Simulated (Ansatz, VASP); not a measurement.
**NaF: VASP beside Ansatz**

File POSCAR:

```
NaF
1.0
    0.0000000000      2.0295894937      3.0443842406
    2.0295894937      0.0000000000      3.0443842406
    2.0295894937      2.0295894937      0.0000000000
Na F
1 1
Direct
    0.0000000000      0.0000000000      0.0000000000
    0.5000000000      0.5000000000      0.5000000000
```

INCAR.step1

```
  PREC = Accurate
  ENCUT = 520
  ISMEAR = 0
  SIGMA = 0.05
  LREAL = False
  LASPH = True
  NELM = 100
  NBANDS = 14
  GGA = PE
  ALGO = Normal
  EDIFF = 1E-4
  LWAVE = True
  LCHARG = False
```

The input INCAR.step2:

```
  PREC = Accurate
  ENCUT = 520
  EDIFF = 1E-7
  ISMEAR = 0
  SIGMA = 0.05
  LREAL = False
  LASPH = True
  NELM = 100
  ALGO = Normal
  ISIF = 2
  LWAVE = False
  LCHARG = False
  METAGGA = R2SCAN
  LMIXTAU = True
  NBANDS = 14
  ISTART = 1
```

File KPOINTS:

```
Automatic mesh
0
Gamma
  10 10 10
```

Input for Ansatz:

```yaml
crystal:
  lattice:
    - [0.0, 2.0295894937, 3.0443842406]
    - [2.0295894937, 0.0, 3.0443842406]
    - [2.0295894937, 2.0295894937, 0.0]
  atoms:
    - { symbol: Na, position: [0.0, 0.0, 0.0] }
    - { symbol: F, position: [0.5, 0.5, 0.5] }
basis:
  ecutwfc: 500
kpoints:
  mp_grid: { grid: [10, 10, 10] }
hamiltonian:
  xc: r2scan
scf:
  occupations: { method: gaussian, width: 0.05 }
output:
  forces: true
  stress: true
  eigenvalues: true
```

Alike in both runs: task single point; functional r2SCAN; k mesh 10 × 10 × 10; occupations gaussian, width 0.05 eV; no spin polarisation.

|  | VASP | Ansatz |
| --- | --- | --- |
| version | VASP 6.6.1 | Ansatz 0.2.0 |
| potentials or method | VASP PAW PBE potentials, release 64 (Na_pv, F) | scalar-relativistic, plane waves, PAW |
| plane-wave cutoff (eV) | 520 | 500 |
| valence electrons in the cell | 14 | 16 |

VASP gave:

| Property | Result |
| --- | --- |
| gap on the k mesh at the Fermi level (eV) | 6.59 |
| least direct gap on the mesh (eV) | 6.59 |
| pressure (GPa) | 15.7 |
| largest component of the traceless stress (GPa) | 20.17 |

Problem. Estimate Ansatz's values.

Solution. gap on the k mesh at the Fermi level (eV): 6.62; least direct gap on the mesh (eV): 6.62; pressure (GPa): 15.7; largest component of the traceless stress (GPa): 19.86.

The two sets of potentials don't hold the same shells in valence.

Caveats: so large a pressure means that the cell lies far from this level's equilibrium, or that cutoff or potentials fall short (VASP); the potentials were made for another functional, which shifts forces and pressure (VASP). A k mesh can miss the band edges. r2SCAN opens gaps a little over a GGA but as a rule still falls short of measured ones.
